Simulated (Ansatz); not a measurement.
BaSnO$_{3}$:
```yaml
crystal:
  lattice:
    - [4.12185, 0.00000, 0.00000]
    - [0.00000, 4.12185, 0.00000]
    - [0.00000, 0.00000, 4.12185]
  atoms:
    - { symbol: Ba, position: [0.00000, 0.00000, 0.00000] }
    - { symbol: Sn, position: [0.50000, 0.50000, 0.50000] }
    - { symbol: O, position: [0.00000, 0.50000, 0.50000] }
    - { symbol: O, position: [0.50000, 0.50000, 0.00000] }
    - { symbol: O, position: [0.50000, 0.00000, 0.50000] }
```

Tensor components refer to the Cartesian frame of this cell.

Question: Give the high-frequency dielectric tensor and the Born effective charge tensors of the independent atoms from DFPT, PBEsol in the plane-wave PAW code Ansatz.

Answer: 
ε∞:
```
4.96  0.00  0.00
0.00  4.96  0.00
0.00  0.00  4.96
```
Z* of atom 1 (Ba), rows: field, columns: displacement, in e:
```
2.77  0.00  0.00
0.00  2.77  0.00
0.00  0.00  2.77
```
Z* of atom 2 (Sn), rows: field, columns: displacement, in e:
```
4.44  0.00  0.00
0.00  4.44  0.00
0.00  0.00  4.44
```
Z* of atom 3 (O), rows: field, columns: displacement, in e:
```
-3.46   0.00   0.00
 0.00  -1.88   0.00
 0.00   0.00  -1.88
```

Space group Pm-3m (cubic perovskite). The PBEsol relaxation kept the symmetry of its start. Scalar-relativistic: spin–orbit coupling is off unless named, which matters more the heavier the elements.

Potentials: the later of the program's two PAW sets.
